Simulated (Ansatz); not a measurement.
## Si: a film clamped to a substrate

The calculation used DFT LDA, scalar-relativistic, plane waves, PAW (Ansatz). The runs took a 420 eV cutoff, a Γ-centred 12×12×6 mesh and Gaussian smearing (0.03 eV). No spin polarisation. Energies are free energies at this smearing, counted from the undisturbed cell; pressure is positive in compression.

The starting cell (relaxed at this level; this form isn't the usual structure):

```
Si
1.0
     3.80198    0.00000    0.00000
    -1.90099    3.29261    0.00000
     0.00000    0.00000    6.28912
Si
4
Direct
  0.33333 0.66667 0.06303
  0.66667 0.33333 0.56303
  0.33333 0.66667 0.43697
  0.66667 0.33333 0.93697
```

The cell (4 atoms, V0 = 78.73 Å³) is strained by p along both x and y and by q along z, fractional coordinates fixed. τp = (1/V0) ∂E/∂p = (σxx + σyy)(1 + p)(1 + q) and τq = (1/V0) ∂E/∂q = σzz(1 + p)², with tension positive.

```
     p q  ΔE (meV/atom)  τp (GPa)  τq (GPa)
 0.000   0.000           0.00     -0.01     -0.02
-0.040   0.000          58.97    -25.35     -2.14
 0.040   0.000          47.01     18.07      1.26
 0.000  -0.040          27.97     -1.70    -12.03
 0.000   0.040          21.85      1.60      8.40
```

Q: Get the second derivatives of the energy density.

A: Central differences give A = ∂τp/∂p = 543 GPa (C11 + C22 + 2 C12), C = ∂τq/∂q = 255 GPa (C33) and the cross term B = ∂τq/∂p = 42 GPa (C13 + C23); ∂τp/∂q = 41 GPa must equal B, and any difference shows higher-order terms. Steps this large leave an error of some per cent of A or C in all of these, which can swamp a small B. The ions are clamped.

Q: A film of this crystal grows with z along the normal on a substrate that imposes p. How does its thickness respond, and what does the misfit cost?

A: Count p and q from the stress-free cell. A free surface needs τq = 0, so q = −(B/C) p = -0.17 p. The energy density left is (A − B²/C) p²/2 = M p², with the biaxial modulus M = 268 GPa; a misfit of 1 % costs 3.29 meV/atom, against 3.33 meV/atom if the thickness were held.

At p = -0.080 the energies along q are 443.3 (q = -0.080), 318.5 (q = -0.040), 264.0 (q = 0.000), 260.0 (q = 0.040), 290.3 (q = 0.080) meV/atom.

Q: Does the linear rule hold at this misfit?

A: A parabola through the lowest point and its neighbours has its minimum at q = 0.025, 257.5 meV/atom. With the stress left in the starting cell, τp0 and τq0, linear elasticity gives q = −(τq0 + Bp)/C = 0.013 and E = V0(τp0 p + τq0 q + Ap²/2 + Bpq + Cq²/2)/N = 210.6 meV/atom. The energies differ by more than a tenth, so the quadratic law fails here: the gap holds the anharmonic part, with some error from the wide steps. Cubic terms also shift the vertex of so wide a parabola.

Forces appear on the atoms along this scan, and letting them relax would lower the energy and soften the response. The gap closes along the scan, which can put kinks into the curve.

The cell is hexagonal diamond (lonsdaleite) silicon, and its film behaves as a stiff covalent network with little Poisson response: letting the thickness adjust lowers the misfit cost only from 3.33 to 3.29 meV/atom. With fractional coordinates fixed, in-plane strain leaves the bonds along z unchanged, so the coupling comes only through the oblique bonds, which lie close to the plane. Free ions would shift part of the strain from bond stretching to bond bending, which should lower C33 but raise C13. The ratio of -0.17 therefore probably understates the film's thickness response.

That A is about twice C is no sign of strong anisotropy, since A counts strain along two axes. Compression costs more than equal extension along both strain paths, as expected when short-range repulsion steepens while stretched bonds soften. This explains why the quadratic law underestimates the energy at large compressive misfit; under tension it would probably err the other way. The elastic cost alone doesn't show whether a film would stay coherent or relax through dislocations.
